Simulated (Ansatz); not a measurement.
**Gd (bcc type): how the settings move a single-point run**

Question: which choices in the input matter for Gd (bcc type)?

Program: Ansatz 0.2.0. Level of theory: reference: DFT, PBE, all-electron PAW with datasets made for the crystal, scalar-relativistic. These are calculated values, not measurements.

2 further runs of the same task are left out: 2 that didn't finish.

### Step 1. Starting point

It takes space group Im-3m (No. 229, cubic). Conventional cell: a = 3.945 Å, b = 3.945 Å, c = 3.945 Å, α = 90.00°, β = 90.00°, γ = 90.00°. Around Gd (site symmetry m-3m) lie 8 Gd at 3.42 Å.

As a file:

```cif
data_structure
_symmetry_space_group_name_H-M 'P 1'
_symmetry_Int_Tables_number 1
_cell_length_a 3.4168
_cell_length_b 3.4168
_cell_length_c 3.4168
_cell_angle_alpha 109.471
_cell_angle_beta 109.471
_cell_angle_gamma 109.471
_cell_volume 30.71
loop_
_atom_site_label
_atom_site_type_symbol
_atom_site_fract_x
_atom_site_fract_y
_atom_site_fract_z
_atom_site_occupancy
Gd1 Gd 0.00000 0.00000 0.00000 1
```

### Step 2. Baseline

input.yaml

```yaml
crystal:
  lattice:
    - [-1.9726961853, 1.9726961853, 1.9726961853]
    - [1.9726961853, -1.9726961853, 1.9726961853]
    - [1.9726961853, 1.9726961853, -1.9726961853]
  atoms:
    - { symbol: Gd, position: [0.0, 0.0, 0.0], spin: 7.0 }
magnetization:
  spin_polarized: true
kpoints:
  mp_grid: { grid: [15, 15, 15] }
scf:
  occupations: { method: fermi_dirac, width: 0.08 }
hamiltonian:
  xc: pbe
  pseudopotentials: { kind: all_electron, datasets: crystal }
output:
  forces: true
  stress: true
  eigenvalues: true
```

On the command line:

```bash
$ ansatz run input.yaml --threads 1 --pin off --max-ram 3072MiB --backend cpu --events-out ev --progress --plain --runs-dir out
```

### Step 3. Variant: dispersion d3bj

Edit input.yaml of step 2 so:

```diff
@@ -16,2 +16,3 @@
   pseudopotentials: { kind: all_electron, datasets: crystal }
+  dispersion: d3bj
 output:
```

**Question.** What will these runs give? Wanted: for each run, ending; energy change; pressure; abs. moment; force.

**Answer**, as computed:

| run | ending | energy change | pressure (GPa) | abs. moment (μB) | force (eV/Å) | cycles | time |
| --- | --- | --- | --- | --- | --- | --- | --- |
| reference | converged | 0 | 3.0 | 7.59 | 0.00 | 8 | 30 s |
| 1: dispersion d3bj | converged | -478.5 meV/atom (offset of the dispersion model) | 0.4 | 7.59 | 0.00 | 8 | 29 s |

Residual by cycle in the longest SCF loop of each run; runs are numbered as in the table. The quantity is the density residual dr2, in eV.

| cycle | reference | run 1 |
| --- | --- | --- |
| 1 | 0.00271 | 0.00271 |
| 2 | 0.00393 | 0.00393 |
| 3 | 0.00133 | 0.00133 |
| 4 | 1.8e-4 | 1.8e-4 |
| 5 | 3.9e-6 | 3.9e-6 |
| 6 | 2.5e-5 | 2.5e-5 |
| 7 | 2.4e-7 | 2.4e-7 |
| 8 | 3.7e-9 | 3.7e-9 |

The energy moves by -478.5 meV/atom, nearly all of it the dispersion term itself (-478.5 meV/atom); that offset belongs to the model and is no gain or loss of stability; the pressure goes from 3.0 to 0.4 GPa.
